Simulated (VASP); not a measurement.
Wanted: the native input for a VASP 6.6.1 run.

```yaml
Task: band structure
Functional: TB-mBJ
Potentials_or_basis: VASP PAW PBE potentials, release 64 (Hg, Te)
Cutoff: 520 eV
k_mesh: 7 × 7 × 7
Occupations: gaussian, width 0.01 eV
Spin: no spin polarisation
Further_INCAR_settings: ALGO = Normal; EDIFF = 1e-06
```

Crystal: HgTe.

```
Hg Te
1.0
     0.00000    3.18000    3.18000
     3.18000    0.00000    3.18000
     3.18000    3.18000    0.00000
Hg Te
1 1
Direct
  0.00000 0.00000 0.00000
  0.50000 0.50000 0.50000
```

Measurements of this composition are mostly on another form, of space group No. 216.

These files were run (other wordings do the same):

POSCAR

```
HgTe
4.4972
    0.000000000000      0.707106644134      0.707106644134
    0.707106644134      0.000000000000      0.707106644134
    0.707106644134      0.707106644134      0.000000000000
Hg Te
1 1
Direct
    0.0000000000      0.0000000000      0.0000000000
    0.5000000000      0.5000000000      0.5000000000
```

INCAR.step1

```
PREC     = Accurate       # precision mode
ENCUT    = 520            # plane-wave cutoff, eV
EDIFF    = 1E-5           # SCF threshold, eV
ISMEAR   = 0              # smearing method
SIGMA    = 0.01           # smearing width, eV
LREAL    = F              # projectors in reciprocal space
LASPH    = T              # aspherical terms in the spheres
NELM     = 60             # most SCF steps
ALGO     = Normal         # electronic algorithm
ISIF     = 2              # what is computed and relaxed
LWAVE    = T              # write WAVECAR
LCHARG   = F              # write CHGCAR
GGA      = PE             # functional
```

INCAR.step2

```
PREC     = Accurate       # precision mode
ENCUT    = 520            # plane-wave cutoff, eV
EDIFF    = 1E-6           # SCF threshold, eV
ISMEAR   = 0              # smearing method
SIGMA    = 0.01           # smearing width, eV
LREAL    = F              # projectors in reciprocal space
LASPH    = T              # aspherical terms in the spheres
NELM     = 60             # most SCF steps
ALGO     = Normal         # electronic algorithm
ISIF     = 2              # what is computed and relaxed
LWAVE    = F              # write WAVECAR
LCHARG   = F              # write CHGCAR
METAGGA  = MBJ            # meta-GGA
ISTART   = 1
```

KPOINTS

```
Automatic mesh
0
Gamma
  7 7 7
```

KPOINTS_OPT

```
path GXWKGLUWLK,UX
20
line-mode
reciprocal
 0.0000000000  0.0000000000  0.0000000000  G
 0.5000000000  0.0000000000  0.5000000000  X

 0.5000000000  0.0000000000  0.5000000000  X
 0.5000000000  0.2500000000  0.7500000000  W

 0.5000000000  0.2500000000  0.7500000000  W
 0.3750000000  0.3750000000  0.7500000000  K

 0.3750000000  0.3750000000  0.7500000000  K
 0.0000000000  0.0000000000  0.0000000000  G

 0.0000000000  0.0000000000  0.0000000000  G
 0.5000000000  0.5000000000  0.5000000000  L

 0.5000000000  0.5000000000  0.5000000000  L
 0.6250000000  0.2500000000  0.6250000000  U

 0.6250000000  0.2500000000  0.6250000000  U
 0.5000000000  0.2500000000  0.7500000000  W

 0.5000000000  0.2500000000  0.7500000000  W
 0.5000000000  0.5000000000  0.5000000000  L

 0.5000000000  0.5000000000  0.5000000000  L
 0.3750000000  0.3750000000  0.7500000000  K

 0.6250000000  0.2500000000  0.6250000000  U
 0.5000000000  0.0000000000  0.5000000000  X
```

Potentials or basis: VASP PAW PBE potentials, release 64 (Hg, Te).

Launch:

```console
$ cat potpaw_PBE.64/Hg/POTCAR potpaw_PBE.64/Te/POTCAR > POTCAR
$ cp INCAR.step1 INCAR
$ mpirun -np 1 vasp_std > vasp.out
$ cp INCAR.step2 INCAR
$ mpirun -np 1 vasp_std > vasp.out
```

Results of the run:

```json
{"Band gap along the path": "none (metal or under the smearing width)"}
```

Caveat: spin-orbit coupling is left out, which moves the levels of the heavy elements.

Run time: 5.2 min on 1 thread of AMD EPYC 7R43 64-Core Processor (Zen 3), with other jobs on the host, peak memory 0.19 GiB.
